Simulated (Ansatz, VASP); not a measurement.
One calculation of Mg, two programs

The input INCAR:

```
PREC = Accurate
ENCUT = 520
EDIFF = 1E-6
ISMEAR = -1
SIGMA = 0.1
LREAL = F
LASPH = T
NELM = 60
ALGO = Normal
ISIF = 2
LWAVE = F
LCHARG = F
GGA = RE
NBANDS = 7
```

KPOINTS

```
regular mesh
0
Gamma
  12 12 12
```

File POSCAR:

```
Mg
1.0
    2.9644281440      0.0000000000      0.0000000000
    0.0000000000      2.9644281440      0.0000000000
    0.0000000000      0.0000000000      2.9644281440
Mg
1
Direct
    0.0000000000      0.0000000000      0.0000000000
```

Input for Ansatz:

```yaml
crystal:
  lattice:
    - [2.964428144, 0.0, 0.0]
    - [0.0, 2.964428144, 0.0]
    - [0.0, 0.0, 2.964428144]
  atoms:
    - { symbol: Mg, position: [0.0, 0.0, 0.0] }
hamiltonian:
  xc: revpbe
  pseudopotentials:
    kind: paw
    azcp:
      Mg: "pseudopotentials/Mg.paw.azcp"
basis:
  ecutwfc: 420
  fft_grid_basis: typed
kpoints:
  mp_grid: { grid: [12, 12, 12], shift: [0, 0, 0] }
magnetization:
  spin_polarized: false
scf:
  occupations: { method: fermi_dirac, width: 0.1 }
  lower_state_search: "off"
output:
  stress: true
  write_density: true
  write_potential: true
  elf: true
  volumetric_format: npy
```

Alike in both runs: task single point; functional revPBE; k mesh 12 × 12 × 12; occupations fermi-dirac, width 0.1 eV; no spin polarisation.

|  | VASP | Ansatz |
| --- | --- | --- |
| version | VASP 6.6.1 | Ansatz 0.2.0 |
| potentials or method | VASP PAW PBE potentials, release 64 (Mg) | plane waves (420 eV) with PAW, scalar-relativistic |
| plane-wave cutoff (eV) | 520 | 420 |
| valence electrons in the cell | 2 | 10 |

```csv
,VASP,Ansatz,Ansatz less VASP
pressure (GPa),2.1,2.2,+0.11
```

The two sets of potentials don't hold the same shells in valence.

Caveats: the PAW data sets were made with another functional, which shifts forces and pressure a little (VASP).
